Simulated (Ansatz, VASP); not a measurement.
# Cu: VASP beside Ansatz

File INCAR:

```
ALGO = Normal
EDIFF = 1E-7
ENCUT = 520
GGA = PS
ISIF = 2
ISMEAR = -1
LASPH = T
LCHARG = F
LREAL = F
LWAVE = F
NBANDS = 12
NELM = 60
PREC = Accurate
SIGMA = 0.06
```

KPOINTS

```
k-points
0
Gamma
  12 12 12
```

POSCAR

```
Cu
1.0
    0.0000000000      1.7547400000      1.7547400000
    1.7547400000      0.0000000000      1.7547400000
    1.7547400000      1.7547400000      0.0000000000
Cu
1
Direct
    0.0000000000      0.0000000000      0.0000000000
```

Input for Ansatz:

```yaml
crystal:
  atoms:
  - position: [0.0, 0.0, 0.0]
    symbol: Cu
  lattice:
  - [0.0, 1.75474, 1.75474]
  - [1.75474, 0.0, 1.75474]
  - [1.75474, 1.75474, 0.0]
hamiltonian:
  dispersion: none
  pseudopotentials:
    kind: all_electron
    lapw: {}
    relativity: scalar
  xc: pbesol
kpoints:
  mp_grid:
    grid: [12, 12, 12]
    shift: [0, 0, 0]
magnetization: {spin_polarized: false}
output: {forces: true, stress: true}
scf:
  occupations: {method: fermi_dirac, width: 0.06}
```

Alike in both runs: task single point; functional PBEsol; k mesh 12 × 12 × 12; occupations fermi-dirac, width 0.06 eV; no spin polarisation.

|  | VASP | Ansatz |
| --- | --- | --- |
| version | VASP 6.6.1 | Ansatz 0.2 development build |
| potentials or method | VASP PAW PBE potentials, release 64 (Cu) | all-electron full-potential LAPW, scalar-relativistic |
| plane-wave cutoff (eV) | 520 | see its input |

|  | VASP | Ansatz | Ansatz less VASP |
| --- | --- | --- | --- |
| pressure (GPa) | 9.3 | 8.6 | -0.71 |

Ansatz ran all-electron here, so the differences hold the error of VASP's frozen core and of both bases.

Caveats: the PAW data sets were made with another functional, which shifts forces and pressure a little (VASP).
